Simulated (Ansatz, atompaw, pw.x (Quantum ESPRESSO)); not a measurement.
# pw.x on bcc Zr: one setting changed

Potential: PAW, atompaw 4.2.0.5, PBEsol; core [Ar] 3d10 4s2, reference 4p6 4d2 5s2 5p0; waves: 5s (bound): rc 3.00 bohr; 5s channel at 0.95 Ry: rc 3.00 bohr; 4p (bound): rc 2.40 bohr; 5p (bound, empty): rc 3.00 bohr; 4d (bound): rc 2.00 bohr; 4d channel at 0.05 Ry: rc 2.00 bohr; local part: bessel scheme, radius 2.30 bohr; core correction: smooth core density matched at 2.35 bohr; augmentation: besselshape compensation charge, radius 2.70 bohr; PAW radius 3.00 bohr; waves and projectors: custom rrkj vanderbiltortho.

The reference run (k-mesh 13³, cutoffs 40/400 Ry, Fermi–Dirac 0.01 Ry, mixing_beta 0.4, conv_thr 1e-9, no spin) gives -0.02 GPa at 22.176 Å³/atom, where all-electron LAPW gives -0.86 GPa. This run, with its own iteration cap, changes startingwfc to random.

```
&control
  calculation='scf', prefix='x', pseudo_dir='./', outdir='./tmp', tstress=.true., disk_io='none'
/
&system
  ibrav=0, nat=1, ntyp=1, ecutwfc=40, ecutrho=400, nbnd=12,
  occupations='smearing', smearing='fd', degauss=0.01
/
&electrons
  conv_thr=1e-09, mixing_beta=0.4, electron_maxstep=60, startingwfc='random'
/
ATOMIC_SPECIES
Zr 1.0 Zr.UPF
CELL_PARAMETERS angstrom
  -1.76986880 1.76986880 1.76986880
  1.76986880 -1.76986880 1.76986880
  1.76986880 1.76986880 -1.76986880
ATOMIC_POSITIONS crystal
Zr 0.0000 0.0000 0.0000
K_POINTS automatic
13 13 13 0 0 0
```

```bash
pw.x < Zr.scf.in > Zr.scf.out
```

Q: How does the run end?

A: It converges in 7 iterations; the free energy moves by +0.0 meV/atom and the pressure by +0.01 GPa. The result is that of the reference run.

```
Message from routine setup:
     using ibrav=0 with symmetry is DISCOURAGED, use correct ibrav instead
     lattice parameter (alat)  =       5.7930  a.u.
     unit-cell volume          =     149.6511 (a.u.)^3
     number of electrons       =        10.00
     number of Kohn-Sham states=           12
     kinetic-energy cutoff     =      40.0000  Ry
     charge density cutoff     =     400.0000  Ry
     scf convergence threshold =      1.0E-09
     Exchange-correlation= SLA PW PSX PSC
     number of k points=    84  Fermi-Dirac smearing, width (Ry)=  0.0100
     iteration #  1     ecut=    40.00 Ry     beta= 0.40
     total energy              =    -273.04789073 Ry
     estimated scf accuracy    <       0.01001748 Ry
     iteration #  2     ecut=    40.00 Ry     beta= 0.40
     total energy              =    -273.04535799 Ry
     estimated scf accuracy    <       0.00174381 Ry
     iteration #  3     ecut=    40.00 Ry     beta= 0.40
     total energy              =    -273.04549509 Ry
     estimated scf accuracy    <       0.00001188 Ry
     iteration #  4     ecut=    40.00 Ry     beta= 0.40
     total energy              =    -273.04552326 Ry
     estimated scf accuracy    <       0.00000131 Ry
     iteration #  5     ecut=    40.00 Ry     beta= 0.40
     total energy              =    -273.04552456 Ry
     estimated scf accuracy    <       0.00000002 Ry
     iteration #  6     ecut=    40.00 Ry     beta= 0.40
     total energy              =    -273.04552462 Ry
     estimated scf accuracy    <          1.3E-09 Ry
     iteration #  7     ecut=    40.00 Ry     beta= 0.40
     the Fermi energy is    13.6909 ev
!    total energy              =    -273.04552462 Ry
     estimated scf accuracy    <          2.4E-10 Ry
     smearing contrib. (-TS)   =      -0.00785732 Ry
     The total energy is F=E-TS. E is the sum of the following terms:
     one-electron contribution =      -1.98034700 Ry
     hartree contribution      =       5.97139068 Ry
     xc contribution           =      -9.12016296 Ry
     ewald contribution        =     -54.40514592 Ry
     one-center paw contrib.   =    -213.50340211 Ry
     convergence has been achieved in   7 iterations
          total   stress  (Ry/bohr**3)                   (kbar)     P=       -0.14
     Message from routine punch:
     Nothing written, as per user request (disk_io='none')
```

The run took about 8.3 s on one core of a shared host (Intel(R) Xeon(R) Platinum 8488C, 96 threads, 744 GiB, load 23).
